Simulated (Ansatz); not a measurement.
# What biaxial strain −3.37 %, plane normal [001], relaxed out of plane does to Li3N

Consider Li$_{3}$N (space group P6/mmm, No. 191; a = 3.634 Å, c = 3.865 Å). Axes: x lies along a and z along c of the hexagonal cell.

Perturbation: biaxial strain −3.37 %, plane normal [001], relaxed out of plane (Cartesian); in-plane vectors clamped, the third vector and the atoms free.

Computed with Kohn–Sham DFT with the PBE functional, run in Ansatz (a program for electronic structure) with PAW and 420 eV plane waves, no spin-orbit coupling. Γ-centred 10×10×9 mesh, Fermi–Dirac width 0.05 eV.

```csv
quantity,base,changed,shift
volume per atom,11.05 Å³,10.36 Å³,-0.696 Å³
space group,P6/mmm (No. 191),P6/mmm (No. 191),–
shortest interatomic distance,3.651 bohr,3.664 bohr,+0.013 bohr
"pressure (mean of the normal stresses, compression positive)",0.00 GPa,4.10 GPa,+4.095 GPa
band gap,1.06 eV,1.09 eV,+0.03 eV
gap character,"indirect, A → Γ","indirect, A → L",–
smallest direct gap,1.27 eV,1.30 eV,+0.03 eV
width of the top valence band,1.04 eV,1.14 eV,+0.106 eV
out-of-plane strain,–,+0.35 %,–
ratio −ε⊥/ε∥,–,0.10,–
mean in-plane stress (compression positive),–,+6.1 GPa,–
```

Final structure (turned so that z lies along the plane normal):

```yaml
crystal:
  lattice:
    - [3.51188, 0.00000, 0.00000]
    - [1.75594, 3.04137, 0.00000]
    - [0.00000, 0.00000, 3.87799]
  atoms:
    - { symbol: Li, position: [0.00000, 0.00000, 0.50000] }
    - { symbol: Li, position: [0.33333, 0.33333, 0.00000] }
    - { symbol: Li, position: [0.66667, 0.66667, 0.00000] }
    - { symbol: N, position: [0.00000, 0.00000, 0.00000] }
```

Cost of the whole job for the changed cell (relaxation, final SCF and bands): very roughly 21 core-seconds.

Whether these cells are dynamically stable was not tested.
